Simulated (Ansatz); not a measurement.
This FeCo₄ structure is the end of a relaxation. The cell was found from a structure generator's guess, not taken from experiment.

Computed with Ansatz 0.2.0, DFT PBE, scalar-relativistic, plane waves, PAW. Cutoff 420 eV, Γ-centred mesh, Gaussian smearing, collinear spin.

```yaml
crystal:
  lattice:
    - [-2.79797, 2.79797, 1.77300]
    - [2.79797, -2.79797, 1.77300]
    - [2.79797, 2.79797, -1.77300]
  atoms:
    - { symbol: Fe, position: [0.00000, 0.00000, 0.00000] }
    - { symbol: Co, position: [0.80222, 0.40324, 0.20546] }
    - { symbol: Co, position: [0.19778, 0.59676, 0.79454] }
    - { symbol: Co, position: [0.59676, 0.80222, 0.39898] }
    - { symbol: Co, position: [0.40324, 0.19778, 0.60102] }
```

Energies over the elements count from the elements' standard structures at the same level, with no fitted energy shifts.

(1) What space group does it have?

(2) What is its formation energy per atom?

(3) Is it a metal?

(4) Which magnetic moments does it keep?

Results:

(1) I4/m (No. 87), with Fe and Co ordered on fcc sites. Conventional cell: a = 5.596 Å, c = 3.546 Å. Around Fe lie 12 Co at 2.51 Å; Co is surrounded by 9 Co at 2.46–2.54 Å and 3 Fe at 2.51 Å.

(2) +0.02 eV/atom. The formation energy is too near zero to say whether this cell lies below the elements.

(3) Yes, bands cross the Fermi level on the 12×12×12 mesh.

(4) 1.83 μB per atom net, the space between the atoms included; by site: Fe 2.6; Co 1.7 (×4) μB.

The last run used collinear spin, a 12×12×12 mesh for its 5-atom cell and Gaussian smearing of 0.10 eV. The k mesh leaves some 4 meV/atom of noise in the energy of each metallic cell. The magnetic state reached may not be the lowest. Symmetry constrained the relaxation, so the result can be a saddle point.
